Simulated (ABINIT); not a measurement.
# Pd in ABINIT: convergence with k mesh

Pd:

```
CELL_PARAMETERS angstrom
0.00000 1.94650 1.94650
1.94650 0.00000 1.94650
1.94650 1.94650 0.00000
ATOMIC_POSITIONS crystal
Pd 0.00000 0.00000 0.00000
```

| Quantity | Value |
| --- | --- |
| Program | ABINIT 10.8.3 (patched build) |
| Task | single point |
| Functional | LDA |
| Potentials or basis | JTH PAW LDA v2.0 |
| Cutoff | 599 eV |
| k mesh | 2 × 2 × 2 |
| Occupations | cold (ABINIT), width 0.1 eV |
| Spin | no spin polarisation |

These are the settings of the first run; the series varies k mesh, with any setting tied to it.

Hardware: 1 thread of Arm Neoverse V1 (shared host).

```tsv
k mesh	energy less the tightest run (meV/atom)	pressure (GPa)	SCF cycles	CPU time (s)	peak memory (GiB)
2 × 2 × 2	3429.82	50.29	51	2.7	0.08
4 × 4 × 4	-142.03	-9.03	27	4	0.08
5 × 5 × 5	169.67	-6.15	25	4.9	0.08
7 × 7 × 7	0.49	-7.93	24	8.4	0.08
9 × 9 × 9	-4.52	-9.16	27	15	0.09
11 × 11 × 11	19.20	-8.31	29	25	0.09
13 × 13 × 13	0.51	-8.59	28	37	0.1
15 × 15 × 15	-2.75	-8.94	31	56	0.11
18 × 18 × 18	0.00	-8.79	28	82	0.13
```

Not settled before the last step: the energy (to 1 meV/atom), the pressure (to 0.1 GPa). Meshes of other sizes hit other points, so gaps and Fermi surfaces needn't settle smoothly. The tightest run that finished is the yardstick and may itself not be fully converged.
